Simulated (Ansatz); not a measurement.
The system is GaN.

```
Ga N
1.0
     0.00000    2.25350    2.25350
     2.25350    0.00000    2.25350
     2.25350    2.25350    0.00000
Ga N
1 1
Cartesian
  0.0000 0.0000 0.0000
  1.1268 1.1268 1.1268
```

The cell is a database's computed one.

Base run:

| Item | Value |
| --- | --- |
| Program | Ansatz 0.2.0 |
| Functional | BLYP |
| Potentials or basis | Ansatz PAW |
| Cutoff | 420 eV (not typed: the program's choice for these potentials) |
| k mesh | 10 × 10 × 10 |
| Occupations | fermi-dirac, width 0.05 eV |
| Spin | no spin polarisation |

Its results: band gap on the k mesh 1.82 eV, direct; pressure 10.6 GPa.

Task: The run is repeated on the same cell with these changes: functional from BLYP to PBE; occupations from fermi-dirac, width 0.05 eV to gaussian, width 0.012 eV. What comes out?

Result: Band gap on the k mesh 1.72 eV, direct; pressure 5.0 GPa.

Caveats: the PAW data sets come from PBE, with cores solved anew for the run's functional, which leaves a small shift of forces and pressure (some runs).
